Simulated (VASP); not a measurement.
# Ge (Cmcm) in VASP: notebook

Runs on Ge. Level: PBE. Tasks: single point.

Everything below comes from runs of VASP 6.6.1. Logs are shortened: lines on timing, memory, paths and dates and some standing lists are left out, and cuts for length are marked.

### 1 Starting point

It takes space group Cmcm (No. 63, orthorhombic). The conventional cell has a = 2.976 Å, b = 5.189 Å, c = 4.728 Å, α = 90.00°, β = 90.00°, γ = 90.00°. Ge (site symmetry m2m) is surrounded by 12 Ge at 2.92 to 2.99 Å.

This isn't the form of Ge at room conditions, which is diamond.

### 2 Single point, PBE

File INCAR:

```
SYSTEM = Ge
PREC = Accurate
ENCUT = 300
EDIFF = 1E-6
ISMEAR = 0
SIGMA = 0.05
LREAL = .False.
LASPH = .True.
NELM = 100
ALGO = Normal
ISIF = 2
LWAVE = .False.
LCHARG = .False.
GGA = PE
ADDGRID = .False.
```

File KPOINTS:

```
regular mesh
0
Gamma
  7 7 4
  0 0 0
```

File POSCAR:

```
Ge
1.0
    1.4880529250     -2.5946896100      0.0000000000
    1.4880529250      2.5946896100      0.0000000000
    0.0000000000      0.0000000000      4.7275957900
Ge
2
Direct
    0.3592940000      0.6730280000      0.2256240000
    0.6679590000      0.3129580000      0.7530700000
```

Potentials or basis: VASP PAW PBE potentials, release 64 (Ge_d).

Command:

```bash
> cat potpaw_PBE.64/Ge_d/POTCAR > POTCAR
> mpirun -np 1 vasp_std > vasp.out
```

OUTCAR:

```text
SYSTEM = Ge
   PREC = Accurate
   ENCUT = 300
   EDIFF = 1E-6
   ISMEAR = 0
   LREAL = .False.
   LASPH = .True.
   NELM = 100
   ISIF = 2
   GGA = PE

 Found     99 irreducible k-points:

 Following reciprocal coordinates:
            Coordinates               Weight
  0.000000  0.000000  0.000000      1.000000
  0.142857  0.000000  0.000000      2.000000
  0.000000  0.142857  0.000000      2.000000
  0.285714 -0.000000  0.000000      2.000000
 -0.000000  0.285714  0.000000      2.000000
  0.428571  0.000000  0.000000      2.000000
   k-points           NKPTS =     99   k-points in BZ     NKDIM =     99   number of bands    NBANDS=     18
   number of dos      NEDOS =    301   number of ions     NIONS =      2
   total plane-waves  NPLWV =   9072
   dimension x,y,z NGX =    18 NGY =   18 NGZ =   28
   dimension x,y,z NGXF=    36 NGYF=   36 NGZF=   56
   ions per type =               2
   NGX,Y,Z   is equivalent  to a cutoff of  10.00, 10.00,  9.85 a.u.
   NGXF,Y,Z  is equivalent  to a cutoff of  20.01, 20.01, 19.69 a.u.
 SYSTEM =  Ge
   PREC   = accura    normal or accurate (medium, high low for compatibility)
   ISTART =      0    job   : 0-new  1-cont  2-samecut
   ICHARG =      2    charge: 1-file 2-atom 10-const
   ISPIN  =      1    spin polarized calculation?
   LNONCOLLINEAR =      F non collinear calculations
   LSORBIT =      F    spin-orbit coupling
   LASPH  =      T    aspherical Exc in radial PAW
   ENCUT  =  300.0 eV  22.05 Ry    4.70 a.u.   4.22  4.22  6.68*2*pi/ulx,y,z
   NELM   =    100;   NELMIN=  2; NELMDL= -5     # of ELM steps
   EDIFF  = 0.1E-05   stopping-criterion for ELM
   LREAL  =      F    real-space projection
   EDIFFG = 0.1E-04   stopping-criterion for IOM
   NSW    =      0    number of steps for IOM
   IBRION =     -1    ionic relax: 0-MD 1-quasi-New 2-CG
   NFREE  =      0    steps in history (QN), initial steepest desc. (CG)
   ISIF   =      2    stress and relaxation
   ISYM   =      2    0-nonsym 1-usesym 2-fastsym
   POTIM  = 0.5000    time-step for ionic-motion
   TEBEG  =    0.0;   TEEND  =   0.0 temperature during run
   PSTRESS=    0.0 pullay stress
   NELECT =      28.0000    total number of electrons
   NUPDOWN=      -1.0000    fix difference up-down
   EMIN   =  10.00;   EMAX   =-10.00  energy-range for DOS
   EFERMI =   0.00;   METHOD = LEGACY
   ISMEAR =     0;   SIGMA  =   0.05  broadening in eV -4-tet -1-fermi 0-gaus
   EFERMI_NEDOS =   21; number of points for ismear=-14 and -15
   IALGO  =     38    algorithm
   IMIX   =      4    mixing-type and parameters
     AMIX     =   0.40;   BMIX     =  1.00
     AMIX_MAG =   1.60;   BMIX_MAG =  1.00
  volume/ion in A,a.u.               =      18.25       123.18
  Fermi-wavevector in a.u.,A,eV,Ry     =   1.498544  2.831837 30.553703  2.245634
  Thomas-Fermi vector in A             =   2.610289
   LORBIT       =      0    0 simple, 1 ext, 2 COOP (PROOUT), +10 PAW based schemes
   GGA     = PE    functional components
   LHFCALC =     F    Hartree Fock is set to
   AEXX    =    0.0000 exact exchange contribution
   IVDW    =     0    specifies the selected vdW correction
   LEPSILON=     F    determine dielectric tensor
   LRPA    =     F    only Hartree local field effects (RPA)
 non-spin polarized calculation
 Gauss-broadening in eV      SIGMA  =   0.05
  energy-cutoff  :      300.00
  volume of cell :       36.51
 maximum number of plane-waves:       446
 NGX is ok and might be reduce to    18
   NGX =  9   NGY =  9   NGZ = 13

 number of electron      27.9999986 magnetization

 Free energy of the ion-electron system (eV)
  ---------------------------------------------------
  ext. energy  EPLUGINS =         0.00000000
  ---------------------------------------------------
  free energy    TOTEN  =        -8.27662664 eV

  energy without entropy =       -8.27543716  energy(sigma->0) =       -8.27603190

 E-fermi :   7.0668     XC(G=0): -11.4552

 val. band max:        7.0621333838   @ k =  -0.4286   0.1429   0.2500
 cond. band min:       7.0970331438   @ k =   0.4286   0.4286   0.0000
 fundamental gap:      0.0348997600
 Fermi energy:         7.0668038434

 k-point     1 :       0.0000    0.0000    0.0000
  band No.  band energies     occupation
      1     -17.5985      2.00000
      2     -17.5872      2.00000
      3     -17.5869      2.00000
      4     -17.5850      2.00000
      5     -17.5822      2.00000
      6     -17.5754      2.00000
[... 10 lines left out ...]
     17      16.0135      0.00000
     18      17.2589      0.00000

 k-point     2 :       0.1429    0.0000    0.0000
  band No.  band energies     occupation
      1     -17.6082      2.00000
      2     -17.5918      2.00000
      3     -17.5831      2.00000
      4     -17.5720      2.00000
      5     -17.5687      2.00000
      6     -17.5595      2.00000
[... 10 lines left out ...]
     17      16.1686      0.00000
     18      16.3310      0.00000

 k-point     3 :       0.0000    0.1429    0.0000
  band No.  band energies     occupation
      1     -17.6070      2.00000
      2     -17.5933      2.00000
      3     -17.5774      2.00000
      4     -17.5753      2.00000
      5     -17.5683      2.00000
      6     -17.5646      2.00000
[... 10 lines left out ...]
     17      16.0609      0.00000
     18      16.1995      0.00000

 k-point     4 :       0.2857   -0.0000    0.0000
  band No.  band energies     occupation
      1     -17.6309      2.00000
      2     -17.5978      2.00000
      3     -17.5919      2.00000
      4     -17.5753      2.00000
      5     -17.5554      2.00000
      6     -17.5318      2.00000
[... 10 lines left out ...]
     17      13.0496      0.00000
     18      14.6379      0.00000

 k-point     5 :      -0.0000    0.2857    0.0000
  band No.  band energies     occupation
      1     -17.6308      2.00000
      2     -17.6011      2.00000
      3     -17.5835      2.00000
      4     -17.5768      2.00000
      5     -17.5543      2.00000
      6     -17.5324      2.00000
[... 10 lines left out ...]
     17      12.8253      0.00000
     18      14.6644      0.00000

 k-point     6 :       0.4286    0.0000    0.0000
  band No.  band energies     occupation
      1     -17.6482      2.00000
      2     -17.6112      2.00000
      3     -17.6009      2.00000
      4     -17.5874      2.00000
      5     -17.5467      2.00000
      6     -17.5228      2.00000
[... 10 lines left out ...]
     17       9.6095      0.00000
     18      13.5229      0.00000

 [... further k-points ...]

------------------------ aborting loop because EDIFF is reached ----------------------------------------

  FORCE on cell =-STRESS in cart. coord.  units (eV):
  Direction    XX          YY          ZZ          XY          YZ          ZX
  --------------------------------------------------------------------------------------
  -------------------------------------------------------------------------------------
  Total        0.7888344      0.9621396      0.9992053      0.0659691     -0.0014526     -0.1417306
  in kB       34.6196209     42.2254747     43.8521814      2.8951898     -0.0637505     -6.2201385
  external PRESSURE =      40.2324257 kB  Pullay stress =       0.0000000 kB

 VOLUME and BASIS-vectors are now :
 -----------------------------------------------------------------------------
  energy-cutoff  :      300.00
  volume of cell :       36.51
      direct lattice vectors                 reciprocal lattice vectors
     1.488052925 -2.594689610  0.000000000     0.336009554 -0.192701277  0.000000000
     1.488052925  2.594689610  0.000000000     0.336009554  0.192701277  0.000000000
     0.000000000  0.000000000  4.727595790     0.000000000  0.000000000  0.211524006

 POSITION                                       TOTAL-FORCE (eV/Angst)
 -----------------------------------------------------------------------------------
      1.53615      0.81404      1.06666        -0.028531     -0.017045      0.359486
      1.45966     -0.92112      3.56021         0.028531      0.017045     -0.359486
 -----------------------------------------------------------------------------------
    total drift:                                0.000157     -0.000147     -0.000021

  FREE ENERGIE OF THE ION-ELECTRON SYSTEM (eV)
  ---------------------------------------------------
  free  energy   TOTEN  =        -8.2766266381 eV

  energy  without entropy=       -8.2754371587  energy(sigma->0) =       -8.27603190
```

Wall time 10 s (1 thread of Intel Xeon 6975P-C (Granite Rapids), shared host); peak memory 0.13 GiB.

The run converged, but a check on its numbers failed (symmetry, net force, bounds or a known fault of this set-up), so they aren't taken as properties of the crystal.

Caveat: the cutoff lies under the usual one of these potentials, so the numbers hold a large basis-set error.

### 3 Single point, PBE

INCAR: that of step 2 with these lines changed.

```diff
@@ -2,3 +2,3 @@
 PREC = Accurate
-ENCUT = 300
+ENCUT = 350
 EDIFF = 1E-6
```

KPOINTS is that of step 2.

File POSCAR:

```
Ge
1.0
    1.4880529250     -2.5946896100      0.0000000000
    1.4880529250      2.5946896100      0.0000000000
    0.0000000000      0.0000000000      4.7275957900
Ge
2
Direct
    0.3334466300      0.6665533700      0.2500000000
    0.6665533700      0.3334466300      0.7500000000
```

Potentials or basis: VASP PAW PBE potentials, release 64 (Ge_d).

Command:

```bash
> cat potpaw_PBE.64/Ge_d/POTCAR > POTCAR
> mpirun -np 1 vasp_std > vasp.out
```

OUTCAR:

```text
SYSTEM = Ge
   PREC = Accurate
   ENCUT = 350
   EDIFF = 1E-6
   ISMEAR = 0
   LREAL = .False.
   LASPH = .True.
   NELM = 100
   ISIF = 2
   GGA = PE

 Found     48 irreducible k-points:

 Following reciprocal coordinates:
            Coordinates               Weight
  0.000000  0.000000  0.000000      1.000000
  0.142857  0.000000  0.000000      4.000000
  0.285714 -0.000000  0.000000      4.000000
  0.428571  0.000000  0.000000      4.000000
  0.142857  0.142857  0.000000      2.000000
  0.285714  0.142857  0.000000      4.000000
   k-points           NKPTS =     48   k-points in BZ     NKDIM =     48   number of bands    NBANDS=     18
   number of dos      NEDOS =    301   number of ions     NIONS =      2
   total plane-waves  NPLWV =   9720
   dimension x,y,z NGX =    18 NGY =   18 NGZ =   30
   dimension x,y,z NGXF=    36 NGYF=   36 NGZF=   60
   ions per type =               2
   NGX,Y,Z   is equivalent  to a cutoff of  10.00, 10.00, 10.55 a.u.
   NGXF,Y,Z  is equivalent  to a cutoff of  20.01, 20.01, 21.10 a.u.
 SYSTEM =  Ge
   PREC   = accura    normal or accurate (medium, high low for compatibility)
   ISTART =      0    job   : 0-new  1-cont  2-samecut
   ICHARG =      2    charge: 1-file 2-atom 10-const
   ISPIN  =      1    spin polarized calculation?
   LNONCOLLINEAR =      F non collinear calculations
   LSORBIT =      F    spin-orbit coupling
   LASPH  =      T    aspherical Exc in radial PAW
   ENCUT  =  350.0 eV  25.72 Ry    5.07 a.u.   4.56  4.56  7.21*2*pi/ulx,y,z
   NELM   =    100;   NELMIN=  2; NELMDL= -5     # of ELM steps
   EDIFF  = 0.1E-05   stopping-criterion for ELM
   LREAL  =      F    real-space projection
   EDIFFG = 0.1E-04   stopping-criterion for IOM
   NSW    =      0    number of steps for IOM
   IBRION =     -1    ionic relax: 0-MD 1-quasi-New 2-CG
   NFREE  =      0    steps in history (QN), initial steepest desc. (CG)
   ISIF   =      2    stress and relaxation
   ISYM   =      2    0-nonsym 1-usesym 2-fastsym
   POTIM  = 0.5000    time-step for ionic-motion
   TEBEG  =    0.0;   TEEND  =   0.0 temperature during run
   PSTRESS=    0.0 pullay stress
   NELECT =      28.0000    total number of electrons
   NUPDOWN=      -1.0000    fix difference up-down
   EMIN   =  10.00;   EMAX   =-10.00  energy-range for DOS
   EFERMI =   0.00;   METHOD = LEGACY
   ISMEAR =     0;   SIGMA  =   0.05  broadening in eV -4-tet -1-fermi 0-gaus
   EFERMI_NEDOS =   21; number of points for ismear=-14 and -15
   IALGO  =     38    algorithm
   IMIX   =      4    mixing-type and parameters
     AMIX     =   0.40;   BMIX     =  1.00
     AMIX_MAG =   1.60;   BMIX_MAG =  1.00
  volume/ion in A,a.u.               =      18.25       123.18
  Fermi-wavevector in a.u.,A,eV,Ry     =   1.498544  2.831837 30.553703  2.245634
  Thomas-Fermi vector in A             =   2.610289
   LORBIT       =      0    0 simple, 1 ext, 2 COOP (PROOUT), +10 PAW based schemes
   GGA     = PE    functional components
   LHFCALC =     F    Hartree Fock is set to
   AEXX    =    0.0000 exact exchange contribution
   IVDW    =     0    specifies the selected vdW correction
   LEPSILON=     F    determine dielectric tensor
   LRPA    =     F    only Hartree local field effects (RPA)
 non-spin polarized calculation
 Gauss-broadening in eV      SIGMA  =   0.05
  energy-cutoff  :      350.00
  volume of cell :       36.51
 maximum number of plane-waves:       560
 NGX is ok and might be reduce to    18
   NGX =  9   NGY =  9   NGZ = 15

 number of electron      27.9999870 magnetization

 Free energy of the ion-electron system (eV)
  ---------------------------------------------------
  ext. energy  EPLUGINS =         0.00000000
  ---------------------------------------------------
  free energy    TOTEN  =        -8.30748859 eV

  energy without entropy =       -8.30675845  energy(sigma->0) =       -8.30712352

 E-fermi :   7.0370     XC(G=0): -11.4626

 val. band max:        7.0023557323   @ k =   0.4286   0.4286   0.2500
 cond. band min:       7.1079441237   @ k =   0.4286   0.1429   0.0000
 fundamental gap:      0.1055883915
 Fermi energy:         7.0369539538

 k-point     1 :       0.0000    0.0000    0.0000
  band No.  band energies     occupation
      1     -17.5556      2.00000
      2     -17.5475      2.00000
      3     -17.5437      2.00000
      4     -17.5433      2.00000
      5     -17.5383      2.00000
      6     -17.5350      2.00000
[... 10 lines left out ...]
     17      15.8822      0.00000
     18      17.1921      0.00000

 k-point     2 :       0.1429    0.0000    0.0000
  band No.  band energies     occupation
      1     -17.5651      2.00000
      2     -17.5475      2.00000
      3     -17.5314      2.00000
      4     -17.5308      2.00000
      5     -17.5302      2.00000
      6     -17.5295      2.00000
[... 10 lines left out ...]
     17      16.1248      0.00000
     18      16.2009      0.00000

 k-point     3 :       0.2857   -0.0000    0.0000
  band No.  band energies     occupation
      1     -17.5893      2.00000
      2     -17.5508      2.00000
      3     -17.5448      2.00000
      4     -17.5441      2.00000
      5     -17.5154      2.00000
      6     -17.4919      2.00000
[... 10 lines left out ...]
     17      12.8942      0.00000
     18      14.7509      0.00000

 k-point     4 :       0.4286    0.0000    0.0000
  band No.  band energies     occupation
      1     -17.6067      2.00000
      2     -17.5696      2.00000
      3     -17.5542      2.00000
      4     -17.5490      2.00000
      5     -17.4983      2.00000
      6     -17.4951      2.00000
[... 10 lines left out ...]
     17       9.6255      0.00000
     18      13.6319      0.00000

 k-point     5 :       0.1429    0.1429    0.0000
  band No.  band energies     occupation
      1     -17.5625      2.00000
      2     -17.5612      2.00000
      3     -17.5474      2.00000
      4     -17.5380      2.00000
      5     -17.5194      2.00000
      6     -17.5111      2.00000
[... 10 lines left out ...]
     17      13.8520      0.00000
     18      14.2234      0.00000

 k-point     6 :       0.2857    0.1429    0.0000
  band No.  band energies     occupation
      1     -17.5814      2.00000
      2     -17.5711      2.00000
      3     -17.5435      2.00000
      4     -17.5434      2.00000
      5     -17.5094      2.00000
      6     -17.4925      2.00000
[... 10 lines left out ...]
     17      11.0748      0.00000
     18      12.3513      0.00000

 [... further k-points ...]

------------------------ aborting loop because EDIFF is reached ----------------------------------------

  FORCE on cell =-STRESS in cart. coord.  units (eV):
  Direction    XX          YY          ZZ          XY          YZ          ZX
  --------------------------------------------------------------------------------------
  -------------------------------------------------------------------------------------
  Total        1.3335518      1.5335974      1.0460750      0.0000000      0.0000000      0.0000000
  in kB       58.5256620     67.3050765     45.9091525      0.0000000      0.0000000      0.0000000
  external PRESSURE =      57.2466303 kB  Pullay stress =       0.0000000 kB

 VOLUME and BASIS-vectors are now :
 -----------------------------------------------------------------------------
  energy-cutoff  :      350.00
  volume of cell :       36.51
      direct lattice vectors                 reciprocal lattice vectors
     1.488052925 -2.594689610  0.000000000     0.336009554 -0.192701277  0.000000000
     1.488052925  2.594689610  0.000000000     0.336009554  0.192701277  0.000000000
     0.000000000  0.000000000  4.727595790     0.000000000  0.000000000  0.211524006

 POSITION                                       TOTAL-FORCE (eV/Angst)
 -----------------------------------------------------------------------------------
      1.48805      0.86431      1.18190         0.000000     -0.012368      0.000000
      1.48805     -0.86431      3.54570         0.000000      0.012368      0.000000
 -----------------------------------------------------------------------------------
    total drift:                                0.000000     -0.000000      0.000000

  FREE ENERGIE OF THE ION-ELECTRON SYSTEM (eV)
  ---------------------------------------------------
  free  energy   TOTEN  =        -8.3074885912 eV

  energy  without entropy=       -8.3067584478  energy(sigma->0) =       -8.30712352
```

Run time: 6.3 s. Hardware: 1 thread of Intel Xeon 6975P-C (Granite Rapids), shared host; peak memory 0.13 GiB.

The run converged, but some of its settings lie outside the range that counts as converged, so its numbers aren't taken as properties of the crystal.

Results:

- Free energy: -8.3075 eV
- Largest force: 0.012 eV/Å
- Band gap on the k mesh: none (metal or under the smearing width)

Caveat: the cutoff is under 1.25 times the usual one of these potentials, so pressure, stress and relaxed cells hold a basis-set (Pulay) error.

(Part 1 of 2 ends here.)
